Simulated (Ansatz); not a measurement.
**GaAs: single point with PBE**

**Measured values to compare with.**

“Evidence of valence band perturbations in GaAsN/GaAs(001): A combined variable-angle spectroscopic ellipsometry and modulated photoreflectance investigation”, 2008, arxiv:0805.2212 reports, for a bulk crystal of GaAs at 300 K: band gap 1.412 ± 0.01 eV (direct).

GaAs:

```
As Ga
1.0
     0.00000    2.82685    2.82685
     2.82685    0.00000    2.82685
     2.82685    2.82685    0.00000
As Ga
1 1
Cartesian
  4.2403 4.2403 4.2403
  0.0000 0.0000 0.0000
```

* Program: Ansatz 0.2.0
* Task: single point
* Functional: PBE
* Potentials or basis: Ansatz PAW
* Cutoff: 420 eV (not typed: the program's choice for these potentials)
* k mesh: 8 × 8 × 8
* Occupations: gaussian, width 0.013 eV
* Spin: no spin polarisation

```yaml
Pressure: 3.3 GPa
Band_gap_on_the_k_mesh: 0.52 eV, direct
```

Levels at points of the mesh, in eV from the valence-band top:
```
             k point  band 12  band 13  band 14  band 15  band 16  band 17
  (0.00, 0.00, 0.00)     0.00     0.00     0.00     0.52     3.74     3.74
 (0.00, 0.00, -0.50)    -6.63    -1.14    -1.14     1.00     4.64     4.64
(0.00, -0.50, -0.50)    -6.81    -2.67    -2.67     1.47     1.66    10.17
```

Run time: 5.4 s on 2 threads of Intel(R) Xeon(R) Processor @ 2.50GHz (Skylake/Cascade Lake), on a shared host, peak memory 0.35 GiB.

Measured gap of GaAs: 1.412 eV (direct; 300 K; “Evidence of valence band perturbations in GaAsN/GaAs(001): A combined variable-angle spectroscopic ellipsometry and modulated photoreflectance investigation”, 2008, arxiv:0805.2212). This calculation gives 0.52 eV (-0.90 eV). 3 values of this kind are on record (1.412 to 1.51 eV); this one was drawn at random among those near their median, those with a stated uncertainty first. Spin-orbit coupling on As, Ga is left out. The value is that of PBE on a finite k mesh, which can miss the band edges, without temperature or zero-point motion. Semilocal functionals fall short of measured gaps as a rule.
